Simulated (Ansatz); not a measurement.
**Si (P6_3/mmc), one atom moved over a plane**

The calculation used Ansatz 0.2.0, DFT PBE+D3(BJ), scalar-relativistic, plane waves, PAW. The runs took a 420 eV cutoff, a Γ-centred 21×21×10 mesh and Gaussian smearing (0.15 eV). No spin polarisation. Energies are free energies at this smearing, counted from the undisturbed cell; pressure is positive in compression.

Zero of the scan (as given, not relaxed at this level; it stands at -2.2 GPa; this form isn't the usual structure):

```yaml
crystal:
  lattice:
    - [2.66558, 0.00000, 0.00000]
    - [-1.33279, 2.30846, 0.00000]
    - [0.00000, 0.00000, 4.50627]
  atoms:
    - { symbol: Si, position: [0.33333, 0.66667, 0.25000] }
    - { symbol: Si, position: [0.66667, 0.33333, 0.75000] }
```

Atom 1 (Si) is moved by p along (1.000, 0.000, 0.000) and q along (0.000, 1.000, 0.000) (Å), all else fixed. Points are written (p, q).

Energy above the undisturbed cell in eV/cell (a dash: not computed):

```
 p \ q  -0.300  -0.150  0.000  0.150  0.300
-0.300   -0.05   -0.03  -0.02  -0.02  -0.03
-0.150   -0.02       –  -0.01      –      –
 0.000   -0.01       –   0.00      –  -0.03
 0.150   -0.02       –  -0.01      –      –
 0.300   -0.05   -0.03  -0.02  -0.02  -0.03
```

Pressure in GPa:

| p \ q | -0.300 | -0.150 | 0.000 | 0.150 | 0.300 |
| --- | --- | --- | --- | --- | --- |
| -0.300 | -0.5 | -1.1 | -1.5 | -1.6 | -1.2 |
| -0.150 | -1.4 | – | -2.0 | – | – |
| 0.000 | -1.7 | – | -2.2 | – | -1.3 |
| 0.150 | -1.4 | – | -2.0 | – | – |
| 0.300 | -0.5 | -1.1 | -1.5 | -1.6 | -1.2 |